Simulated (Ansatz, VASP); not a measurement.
WSe2: VASP beside Ansatz

```xyz
6
Lattice="-3.2712 0.0000 0.0000 -1.6356 -2.8329 0.0000 0.0000 0.0000 14.2207" Properties=species:S:1:pos:R:3 pbc="T T T"
W    -1.6356   -0.9443    9.9155
W    -3.2712   -1.8886    3.3052
Se   -1.6356   -0.9443    1.6312
Se   -3.2712   -1.8886    8.2416
Se   -1.6356   -0.9443    4.9791
Se   -3.2712   -1.8886   11.5894
```

Alike in both runs: task single point; functional PBEsol; k mesh 9 × 9 × 2; occupations gaussian, width 0.05 eV; no spin polarisation.

|  | VASP | Ansatz |
| --- | --- | --- |
| version | VASP 6.6.1 | Ansatz 0.2.0 |
| potentials or method | VASP PAW PBE potentials, release 64 (W_sv, Se) | scalar-relativistic, plane waves, PAW |
| plane-wave cutoff (eV) | 520 | 420 |
| valence electrons in the cell | 52 | 92 |

VASP gave:

- gap on the k mesh at the Fermi level (eV): 1.36
- least direct gap on the mesh (eV): 1.63
- pressure (GPa): 0.3
- largest component of the traceless stress (GPa): 0.00
- rms of the force components (eV/Å): 0.031

Problem. What did Ansatz give for the same quantities?

Solution. gap on the k mesh at the Fermi level (eV): 1.37; least direct gap on the mesh (eV): 1.63; pressure (GPa): -0.1; largest component of the traceless stress (GPa): 0.09; rms of the force components (eV/Å): 0.011.

Atom by atom the forces differ by 0.029 eV/Å (rms over components). The two sets of potentials don't hold the same shells in valence.

Caveats: the PAW data sets were made with another functional, which shifts forces and pressure a little (VASP); spin-orbit coupling is left out, which moves the levels of the heavy elements; an odd mesh through Γ misses points on the zone boundary, where band edges often lie; this functional lacks dispersion, which binds the layers, so the pressure and a relaxed spacing across them are unreliable.
